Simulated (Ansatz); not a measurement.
**CoO: properties at the relaxed cell**

One table from this session's results is given with a row withheld; the runs are named, their logs left out.

Method: DFT PBE, scalar-relativistic, plane waves, PAW, in Ansatz 0.2.0.

1 further run of the same task is left out (set aside as unsound or not needed).

## The structure to begin with

Symmetry: R-3m, No. 166, trigonal system. Conventional cell: a = 3.091 Å, b = 3.091 Å, c = 6.895 Å, α = 90.00°, β = 90.00°, γ = 120.00°. Co (site symmetry -3m) is surrounded by 6 O at 2.12 Å. O (site symmetry -3m) is surrounded by 6 Co at 2.12 Å.

Structure file:

```
CELL_PARAMETERS angstrom
1.54534 0.89220 2.29849
-1.54534 0.89220 2.29849
0.00000 -1.78441 2.29849
ATOMIC_POSITIONS crystal
Co 0.00000 0.00000 0.00000
O 0.50000 0.50000 0.50000
```

It goes back to an entry of the Materials Project, which need not be the stable form.

It is the result of an earlier relaxation at this level (volume 9.51 Å³/atom; gap on the mesh: none (metal), site moments up to 2.5 μB).

The first run:

File input.yaml:

```yaml
crystal:
  lattice:
    - [1.5453433651, 0.8922044078, 2.2984937079]
    - [-1.5453433651, 0.8922044078, 2.2984937079]
    - [0.0, -1.7844088156, 2.2984937079]
  atoms:
    - { symbol: Co, position: [0.0, 0.0, 0.0], spin: 2.7 }
    - { symbol: O, position: [0.5, 0.5, 0.5], spin: 0.34 }
basis:
  ecutwfc: 420
kpoints:
  mp_grid: { grid: [18, 18, 18] }
  band_path:
    path:
      - [[0.0, 0.0, 0.0], [0.5, 0.5, 0.5], [0.73288313, 0.26711687, 0.5]]
      - [[0.5, -0.26711687, 0.26711687], [0.5, 0.0, 0.0], [0.0, 0.0, 0.0], [0.38355844, -0.38355844, 0.0]]
      - [[0.61644156, 0.0, 0.38355844], [0.5, 0.0, 0.5], [0.0, 0.0, 0.0]]
    npoints: 14
hamiltonian:
  xc: pbe
scf:
  occupations: { method: gaussian, width: 0.1 }
  n_extra_bands: 6
output:
  forces: true
  stress: true
  eigenvalues: true
  populations: true
  dos: { projected: true, de: 0.02, nscf_kmesh: { grid: [27, 27, 27] } }
  bader: true
  write_density: true
  write_potential: true
  elf: true
  volumetric_format: npy
magnetization:
  spin_polarized: true
checkpoint:
  read: start.run
  write: ck
  compress: false
  write_wavefunctions: false
  write_every: 100000
```

Started as:

```sh
ansatz run input.yaml --threads 1 --pin off --max-ram 2560MiB --backend cpu --events-out ev --progress --plain --runs-dir out
```

Among the steps run: Static run: bands, density of states and charges; The cell scaled to 0.97 of its volume; Point at V/V0 = 1.03; Point at V/V0 = 0.94; The cell scaled to 1.06 of its volume.

One of the session's tables, all rows but one given; the rest of the session is left out.

It belongs to the step «Energy against volume». 

```
volume (Å³/atom)  energy above the lowest point (meV/atom)  pressure (GPa)  largest moment (μB)
           8.937                                      17.8           10.52                 2.29
           9.222                                         ?               ?                    ?
           9.507                                       0.0            0.00                 2.46
           9.792                                       4.0           -4.41                 2.51
          10.078                                      15.7           -8.54                 2.54
```

**Question.** Estimate the row for volume (Å³/atom) = 9.222.

Worked estimate for «energy above the lowest point (meV/atom)». A straight line through the neighbours (8.937, 17.8) and (9.507, 0.0) gives 17.8 + (0.0 − 17.8) × (9.222 − 8.937) / (9.507 − 8.937) = 8.9; a parabola fitted to 3 rows on both sides gives 4.6.

**Answer.** energy above the lowest point (meV/atom): 4.1; pressure (GPa): 4.95; largest moment (μB): 2.38. In «energy above the lowest point (meV/atom)» the line misses by +4.8 and the parabola by +0.5.

Caveats from the session: Without a U such compounds often come out metallic though many are antiferromagnetic insulators. Warnings in the runs' records: stability check not made.
